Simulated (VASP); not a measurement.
Here is a VASP 6.6.1 calculation.

The input INCAR:

```
SYSTEM = CoO
PREC = Accurate
ENCUT = 520
EDIFF = 1E-6
ISMEAR = 0
SIGMA = 0.05
LREAL = .False.
LASPH = .True.
NELM = 120
ALGO = Fast
ISIF = 2
LWAVE = .False.
LCHARG = .False.
ISPIN = 2
MAGMOM = 2 -2 0 0
LORBIT = 11
LMAXMIX = 4
LDAU = .True.
LDAUTYPE = 2
LDAUL = 2 -1
LDAUU = 7 0
LDAUJ = 0 0
LDAUPRINT = 1
GGA = CA
NBANDS = 27
```

File KPOINTS:

```
regular mesh
0
Gamma
  8 8 4
  0 0 0
```

File POSCAR:

```
CoO
1.0
    2.8562992300      0.0000000000      0.0000000000
   -1.4281496100      2.4736276900      0.0000000000
    0.0000000000      0.0000000000      5.5752130600
Co O
2 2
Direct
    0.0000000000      0.0000000000      0.0000000000
    0.0000000000      0.0000000000      0.5000000000
    0.6666666667      0.3333333333      0.2500000000
    0.6666666667      0.3333333333      0.7500000000
```

Potentials or basis: VASP PAW LDA potentials, release 64 (Co, O).

The run is started by

```sh
$ cat potpaw_LDA.64/Co/POTCAR potpaw_LDA.64/O/POTCAR > POTCAR
$ mpirun -np 1 vasp_std > vasp.out
```

(1) What does it give for the site moments?

(2) What does it give for the pressure?

(3) What does it give for the net moment?

(4) Predict the band gap on the k mesh.

Results:

(1) Co +2.70, -2.70; O +0.00 μB.

(2) -23.5 GPa.

(3) 0.00 μB per cell.

(4) none (metal or under the smearing width).
